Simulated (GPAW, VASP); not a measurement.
Given: the input of a run of GPAW 26.7.0 (ASE script) on Fe. 

The input run.py:

```python
from ase import Atoms
from ase.dft.bandgap import bandgap
from ase.io import write
from ase.units import GPa
from gpaw import GPAW, PW

atoms = Atoms(['Fe'],
              cell=[[-1.443, 1.443, 1.443],
                    [1.443, -1.443, 1.443],
                    [1.443, 1.443, -1.443]],
              scaled_positions=[[0.0, 0.0, 0.0]],
              pbc=True)
atoms.set_initial_magnetic_moments([3.0])

calc = GPAW(mode=PW(600),
            xc='PBE',
            kpts={'size': (13, 13, 13), 'gamma': True},
            occupations={'name': 'methfessel-paxton', 'order': 0, 'width': 0.026000000000000002},
            nbands=12,
            convergence={'density': 1e-05, 'energy': 1e-05},
            maxiter=150,
            txt='gpaw.txt')
atoms.calc = calc
energy = atoms.get_potential_energy()
forces = atoms.get_forces()
stress = atoms.get_stress()
calc.write('gs.gpw')
write('result.traj', atoms)
print(f'Energy: {energy:.6f} eV')
print('Forces (eV/A):')
print(forces.round(4))
print('Stress (GPa):', (stress / GPa).round(3))
print('Moments:', calc.get_magnetic_moments().round(3))
print('Fermi level:', round(calc.get_fermi_level(), 4), 'eV')
print(f'Gap: {bandgap(calc)[0]:.4f} eV, direct: {bandgap(calc, direct=True)[0]:.4f} eV')
```

Potentials or basis: GPAW PAW data sets (gpaw-data 1.2.1), pw.

Launch:

```sh
$ OMP_NUM_THREADS=1 python run.py
```

Translate it to VASP 6.6.1. Potentials or basis there: PBE PAW files Fe, 520 eV.

As run (cutoffs and basis follow the program's own potentials, and thresholds, step limits or extra output files can differ):

File INCAR:

```
SYSTEM = Fe
  ALGO = Fast
  EDIFF = 1E-6
  ENCUT = 520
  GGA = PE
  ISIF = 2
  ISMEAR = 0
  ISPIN = 2
  LASPH = .True.
  LCHARG = .False.
  LMAXMIX = 4
  LORBIT = 11
  LREAL = .False.
  LWAVE = .False.
  MAGMOM = 3
  NELM = 100
  PREC = Accurate
  SIGMA = 0.026000000000000002
```

File KPOINTS:

```
k-points
0
Gamma
  13 13 13
  0 0 0
```

File POSCAR:

```
Fe
1.0
   -1.4430000000      1.4430000000      1.4430000000
    1.4430000000     -1.4430000000      1.4430000000
    1.4430000000      1.4430000000     -1.4430000000
Fe
1
Direct
    0.0000000000      0.0000000000      0.0000000000
```

Potentials or basis: VASP PAW PBE potentials, release 64 (Fe).

Run with:

```console
$ cat potpaw_PBE.64/Fe/POTCAR > POTCAR
$ mpirun -np 1 vasp_std > vasp.out
```

Both were run:

|  | GPAW | VASP |
| --- | --- | --- |
| Pressure | -7.9 GPa | -9.6 GPa |
| Net moment | 2.25 μB per cell | 2.28 μB per cell |

The magnetic state is the one that the start led to; the real crystal's order can differ.

Pressure is positive in compression.
